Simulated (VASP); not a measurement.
# Bi (R-3m) in VASP: further runs, part 2 of 3

VASP 6.6.1.

### Step 3. Relaxation of cell and atoms, PBE+D3(BJ)

This run uses another cell than the first one, of 34.55 Å³/atom, 0.985 times its volume.

Input file INCAR:

```
PREC = Accurate ; ENCUT = 600
EDIFF = 1E-7 ; ISMEAR = 1
SIGMA = 0.1 ; LREAL = False
LASPH = True ; NELM = 80
ALGO = Normal ; ISIF = 3
LWAVE = False ; LCHARG = False
GGA = PE ; IVDW = 12
IBRION = 2 ; NSW = 90
EDIFFG = -0.005 ; KPAR = 2
```

Input file KPOINTS:

```
regular mesh
0
Gamma
  10 10 10
```

Input file POSCAR:

```
Bi                                      
1.0
    2.2662691148      1.3084310835      3.8835025141
   -2.2662691148      1.3084310835      3.8835025141
   -0.0000000000     -2.6168621670      3.8835025141
  Bi            
     2
Direct
     0.2371405803977578    0.2371405803977578    0.2371405803977578
     0.7628594196022422    0.7628594196022422    0.7628594196022422
```

Potentials or basis: VASP PAW PBE potentials, release 64 (Bi_d).

On the command line:

```sh
$ cat potpaw_PBE.64/Bi_d/POTCAR > POTCAR
$ mpirun -np 2 vasp_std > vasp.out
```

OUTCAR:

```text
PREC = Accurate
   ENCUT = 600
   EDIFF = 1E-7
   ISMEAR = 1
   LREAL = False
   LASPH = True
   NELM = 80
   ISIF = 3
   GGA = PE
   IVDW = 12
   IBRION = 2
   NSW = 90
   EDIFFG = -0.005
 IVDW          = 12

 ion  position               nearest neighbor table
   1  0.237  0.237  0.237-   2 3.09   2 3.09   2 3.09   2 3.45   2 3.45   2 3.45
   2  0.763  0.763  0.763-   1 3.09   1 3.09   1 3.09   1 3.45   1 3.45   1 3.45

  LATTYP: Found a trigonal (rhomboedric) cell.
 ALAT       =     4.6829007440
 COS(alpha) =     0.5315933519

  Lattice vectors:

 A1 = (   2.2662691148,   1.3084310835,   3.8835025141)
 A2 = (  -2.2662691148,   1.3084310835,   3.8835025141)
 A3 = (   0.0000000000,  -2.6168621670,   3.8835025141)

Analysis of symmetry for initial positions (statically):
=====================================================================
 Subroutine PRICEL returns:
 Original cell was already a primitive cell.

 Routine SETGRP: Setting up the symmetry group for a
 trigonal (rhombohedral) supercell.

 Subroutine GETGRP returns: Found 12 space group operations
 (whereof 12 operations were pure point group operations)
 out of a pool of 12 trial point group operations.

The static configuration has the point symmetry D_3d.

Analysis of symmetry for dynamics (positions and initial velocities):
=====================================================================
 Subroutine PRICEL returns:
 Original cell was already a primitive cell.

 Routine SETGRP: Setting up the symmetry group for a
 trigonal (rhombohedral) supercell.

 Subroutine GETGRP returns: Found 12 space group operations
 (whereof 12 operations were pure point group operations)
 out of a pool of 12 trial point group operations.

The dynamic configuration has the point symmetry D_3d.

 Subroutine INISYM returns: Found 12 space group operations
 (whereof 12 operations are pure point group operations),
 and found     1 'primitive' translations

----------------------------------------------------------------------------------------

                                     Primitive cell

  volume of cell :      69.0935

  direct lattice vectors                    reciprocal lattice vectors
     2.266269115  1.308431083  3.883502514     0.220626931  0.127379018  0.085833170
    -2.266269115  1.308431083  3.883502514    -0.220626931  0.127379018  0.085833170
     0.000000000 -2.616862167  3.883502514     0.000000000 -0.254758036  0.085833170

  length of vectors
     4.682900744  4.682900744  4.682900744     0.268828924  0.268828924  0.268828924

  position of ions in fractional coordinates (direct lattice)
     0.237140580  0.237140580  0.237140580
     0.762859420  0.762859420  0.762859420

  ion indices of the primitive-cell ions
   primitive index   ion index
                 1           1
                 2           2

----------------------------------------------------------------------------------------

 KPOINTS: regular mesh

Automatic generation of k-mesh.
 Grid dimensions read from file:
 generate k-points for:   10   10   10

 Generating k-lattice:

  Cartesian coordinates                     Fractional coordinates (reciprocal lattice)
     0.022062693  0.012737902  0.008583317     0.100000000  0.000000000  0.000000000
    -0.022062693  0.012737902  0.008583317     0.000000000  0.100000000  0.000000000
     0.000000000 -0.025475804  0.008583317     0.000000000  0.000000000  0.100000000

  Length of vectors
     0.026882892  0.026882892  0.026882892

  Shift w.r.t. Gamma in fractional coordinates (k-lattice)
     0.000000000  0.000000000  0.000000000

 Subroutine IBZKPT returns following result:
 ===========================================

 Found    116 irreducible k-points:

 Following reciprocal coordinates:
            Coordinates               Weight
  0.000000  0.000000  0.000000      1.000000
  0.100000  0.000000 -0.000000      6.000000
  0.200000  0.000000 -0.000000      6.000000
  0.300000 -0.000000 -0.000000      6.000000
  0.400000 -0.000000  0.000000      6.000000
  0.500000 -0.000000  0.000000      3.000000
[... 16 lines left out ...]
  0.300000  0.300000 -0.000000      6.000000
  0.400000  0.300000 -0.000000     12.000000
 [... further k-points ...]
   k-points           NKPTS =    116   k-points in BZ     NKDIM =    116   number of bands    NBANDS=     19
   number of dos      NEDOS =    301   number of ions     NIONS =      2
   total plane-waves  NPLWV =  64000
   dimension x,y,z NGX =    40 NGY =   40 NGZ =   40
   dimension x,y,z NGXF=    80 NGYF=   80 NGZF=   80
   ions per type =               2
   NGX,Y,Z   is equivalent  to a cutoff of  14.20, 14.20, 14.20 a.u.
   NGXF,Y,Z  is equivalent  to a cutoff of  28.40, 28.40, 28.40 a.u.
 SYSTEM =  unknown system
   PREC   = accura    normal or accurate (medium, high low for compatibility)
   ISTART =      0    job   : 0-new  1-cont  2-samecut
   ICHARG =      2    charge: 1-file 2-atom 10-const
   ISPIN  =      1    spin polarized calculation?
   LNONCOLLINEAR =      F non collinear calculations
   LSORBIT =      F    spin-orbit coupling
   LASPH  =      T    aspherical Exc in radial PAW
   ENCUT  =  600.0 eV  44.10 Ry    6.64 a.u.   9.35  9.35  9.35*2*pi/ulx,y,z
   NELM   =     80;   NELMIN=  2; NELMDL= -5     # of ELM steps
   EDIFF  = 0.1E-06   stopping-criterion for ELM
   LREAL  =      F    real-space projection
   EDIFFG = -.5E-02   stopping-criterion for IOM
   NSW    =     90    number of steps for IOM
   IBRION =      2    ionic relax: 0-MD 1-quasi-New 2-CG
   NFREE  =      1    steps in history (QN), initial steepest desc. (CG)
   ISIF   =      3    stress and relaxation
   ISYM   =      2    0-nonsym 1-usesym 2-fastsym
   POTIM  = 0.5000    time-step for ionic-motion
   TEBEG  =    0.0;   TEEND  =   0.0 temperature during run
   PSTRESS=    0.0 pullay stress
   NELECT =      30.0000    total number of electrons
   NUPDOWN=      -1.0000    fix difference up-down
   EMIN   =  10.00;   EMAX   =-10.00  energy-range for DOS
   EFERMI =   0.00;   METHOD = LEGACY
   ISMEAR =     1;   SIGMA  =   0.10  broadening in eV -4-tet -1-fermi 0-gaus
   EFERMI_NEDOS =   21; number of points for ismear=-14 and -15
   IALGO  =     38    algorithm
   IMIX   =      4    mixing-type and parameters
     AMIX     =   0.40;   BMIX     =  1.00
     AMIX_MAG =   1.60;   BMIX_MAG =  1.00
  volume/ion in A,a.u.               =      34.55       233.13
  Fermi-wavevector in a.u.,A,eV,Ry     =   1.239661  2.342619 20.908873  1.536759
  Thomas-Fermi vector in A             =   2.374135
   LORBIT       =      0    0 simple, 1 ext, 2 COOP (PROOUT), +10 PAW based schemes
   GGA     = PE    functional components
   LHFCALC =     F    Hartree Fock is set to
   AEXX    =    0.0000 exact exchange contribution
   IVDW    =    12    specifies the selected vdW correction
   LEPSILON=     F    determine dielectric tensor
   LRPA    =     F    only Hartree local field effects (RPA)
 conjugate gradient relaxation of ions
 non-spin polarized calculation
 Methfessel and Paxton  Order N= 1 SIGMA  =   0.10
  energy-cutoff  :      600.00
  volume of cell :       69.09
 maximum number of plane-waves:      2322
 NGX is ok and might be reduce to    40
   NGX = 19   NGY = 19   NGZ = 19

--------------------------------------- Ionic step        1  -------------------------------------------

 number of electron      30.0000004 magnetization

 Free energy of the ion-electron system (eV)
  ---------------------------------------------------
  ext. energy  EPLUGINS =         0.00000000
  ---------------------------------------------------
  free energy    TOTEN  =        -7.74806880 eV

  energy without entropy =       -7.74822759  energy(sigma->0) =       -7.74812173

------------------------ aborting loop because EDIFF is reached ----------------------------------------

 Edisp (eV)   -0.92445

 E8    (eV) :    -0.4593
[... 71 lines left out ...]
--------------------------------------- Ionic step        3  -------------------------------------------

 number of electron      30.0000004 magnetization

 Free energy of the ion-electron system (eV)
  ---------------------------------------------------
  ext. energy  EPLUGINS =         0.00000000
  ---------------------------------------------------
  free energy    TOTEN  =        -7.74830709 eV

  energy without entropy =       -7.74847942  energy(sigma->0) =       -7.74836453

 E-fermi :   6.4729     XC(G=0):  -9.6270

 val. band max:        6.4575227004   @ k =  -0.4000   0.5000   0.4000
 cond. band min:       6.5761215715   @ k =   0.4000   0.1000   0.1000
 fundamental gap:      0.1185988712
 Fermi energy:         6.4729012067

 k-point     1 :       0.0000    0.0000    0.0000
  band No.  band energies     occupation
      1     -16.4116      2.00000
      2     -16.4116      2.00000
      3     -16.2582      2.00000
      4     -16.2582      2.00000
      5     -16.2483      2.00000
      6     -16.0711      2.00000
[... 505 lines left out ...]
      6     -16.1395      2.00000
[... 11 lines left out ...]
     18      10.7740      0.00000
     19      11.2120      0.00000

 [... further k-points ...]

------------------------ aborting loop because EDIFF is reached ----------------------------------------

 Edisp (eV)   -0.92424

 E8    (eV) :    -0.4592
[... 25 lines left out ...]
  FREE ENERGIE OF THE ION-ELECTRON SYSTEM (eV)
  ---------------------------------------------------
  free  energy   TOTEN  =        -8.6725452604 eV

  energy  without entropy=       -8.6727175948  energy(sigma->0) =       -8.67260271

 reached required accuracy - stopping structural energy minimisation
```

It took 2 min on 2 MPI ranks of Intel Xeon 6975P-C (Granite Rapids), shared host; peak memory 0.34 GiB.

What came out:

- Free energy: -8.6725 eV
- Relaxed volume: 34.55 Å³/atom
- Relaxed cell: a = 4.680 Å, b = 4.680 Å, c = 4.680 Å, α = 57.97°, β = 57.97°, γ = 57.97°
- Space group after relaxing (to 0.05 Å): R-3m (No. 166)
- Energy gained by relaxing: 0.0 meV/atom
- Ionic steps: 3
- Pressure after relaxing: 0.0 GPa
- Band gap on the k mesh: none (metal or under the smearing width)
- Dispersion energy per atom: -0.462 eV

Final structure:
```xyz
2
Lattice="2.2679 1.3094 3.8790 -2.2679 1.3094 3.8790 0.0000 -2.6187 3.8790" Properties=species:S:1:pos:R:3 pbc="T T T"
Bi    0.0000    0.0000    2.7587
Bi    0.0000    0.0000    8.8782
```

Caveat: spin-orbit coupling is left out, which moves the levels of the heavy elements; pairwise dispersion overbinds metals, which lowers pressure and volume.

(Continued in part 3 of 3.)
